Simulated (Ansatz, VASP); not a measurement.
# AlN in VASP and in Ansatz

Contents of POSCAR:

```
AlN
1.0
    0.0000000000      2.2504476450      2.2504476450
    2.2504476450      0.0000000000      2.2504476450
    2.2504476450      2.2504476450      0.0000000000
Al N
1 1
Direct
    0.0000000000      0.0000000000      0.0000000000
    0.7500000000      0.7500000000      0.7500000000
```

The input INCAR.step1:

```
SYSTEM = AlN
PREC = Accurate
ENCUT = 520
ISMEAR = 0
SIGMA = 0.05
LREAL = .FALSE.
LASPH = .TRUE.
NELM = 60
NBANDS = 11
GGA = PE
ALGO = Normal
EDIFF = 1E-4
LWAVE = .TRUE.
LCHARG = .FALSE.
```

File INCAR.step2:

```
SYSTEM = AlN
PREC = Accurate
ENCUT = 520
EDIFF = 1E-7
ISMEAR = 0
SIGMA = 0.05
LREAL = .FALSE.
LASPH = .TRUE.
NELM = 60
ALGO = Normal
ISIF = 2
LWAVE = .FALSE.
LCHARG = .TRUE.
METAGGA = R2SCAN
LMIXTAU = .TRUE.
LELF = .TRUE.
LVHAR = .TRUE.
NBANDS = 11
ISTART = 1
```

KPOINTS

```
regular mesh
0
G
  10 10 10
  0 0 0
```

Input for Ansatz:

```yaml
crystal:
  lattice:
    - [0.0, 2.250447645, 2.250447645]
    - [2.250447645, 0.0, 2.250447645]
    - [2.250447645, 2.250447645, 0.0]
  atoms:
    - { symbol: Al, position: [0.0, 0.0, 0.0] }
    - { symbol: "N", position: [0.75, 0.75, 0.75] }
basis:
  ecutwfc: 500
kpoints:
  mp_grid: { grid: [10, 10, 10] }
hamiltonian:
  xc: r2scan
scf:
  occupations: { method: gaussian, width: 0.05 }
output:
  forces: true
  stress: true
  eigenvalues: true
```

Change from the starting cell: strain +0.030 along x and y, +0.030 along z, atoms carried along.

Alike in both runs: task single point; functional r2SCAN; k mesh 10 × 10 × 10; occupations gaussian, width 0.05 eV; no spin polarisation.

|  | VASP | Ansatz |
| --- | --- | --- |
| version | VASP 6.6.1 | Ansatz 0.2.0 |
| potentials or method | VASP PAW PBE potentials, release 64 (Al, N) | scalar-relativistic, plane waves, PAW |
| plane-wave cutoff (eV) | 520 | 500 |
| valence electrons in the cell | 8 | 8 |

VASP gave:

| Property | Result |
| --- | --- |
| gap on the k mesh at the Fermi level (eV) | 3.86 |
| least direct gap on the mesh (eV) | 4.08 |
| pressure (GPa) | -16.1 |

What did Ansatz give for the same quantities?

gap on the k mesh at the Fermi level (eV): 3.86; least direct gap on the mesh (eV): 4.04; pressure (GPa): -15.7.

Caveats: so large a pressure means that the cell lies far from this level's equilibrium, or that cutoff or potentials fall short (VASP); the potentials were made for another functional, which shifts forces and pressure (VASP). A k mesh can miss the band edges.
